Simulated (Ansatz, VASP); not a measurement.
MgO2 in VASP and in Ansatz

```xyz
9
Lattice="-1.6048 -2.7795 0.0000 1.6048 -2.7795 0.0000 0.0000 0.0000 10.4819" Properties=species:S:1:pos:R:3 pbc="T T T"
Mg    0.0000    0.0000    0.0000
Mg    0.0000   -1.8530    3.4940
Mg    0.0000   -3.7060    6.9880
O     0.0000   -5.5591    4.4945
O     0.0000   -1.8530    7.9885
O     0.0000   -3.7060    1.0005
O     0.0000   -5.5591    5.9874
O     0.0000   -1.8530    9.4814
O     0.0000   -3.7060    2.4935
```

Alike in both runs: task single point; functional r2SCAN; k mesh 8 × 8 × 2; occupations gaussian, width 0.05 eV; no spin polarisation.

|  | VASP | Ansatz |
| --- | --- | --- |
| version | VASP 6.6.1 | Ansatz 0.2.0 |
| potentials or method | VASP PAW PBE potentials, release 64 (Mg, O) | scalar-relativistic, plane waves, PAW |
| plane-wave cutoff (eV) | 520 | 500 |
| valence electrons in the cell | 42 | 66 |

```csv
,VASP,Ansatz,Ansatz less VASP
gap on the k mesh at the Fermi level (eV),2.92,2.95,+0.031
least direct gap on the mesh (eV),2.92,2.95,+0.031
pressure (GPa),-5.8,-5.4,+0.35
largest component of the traceless stress (GPa),0.32,1.13,+0.810
rms of the force components (eV/Å),0.024,0.102,+0.0780
```

Atom by atom the forces differ by 0.125 eV/Å (rms over components). The two sets of potentials don't hold the same shells in valence.

Caveats: the PAW data sets were made with another functional, which shifts forces and pressure a little (VASP). A k mesh can miss the band edges.
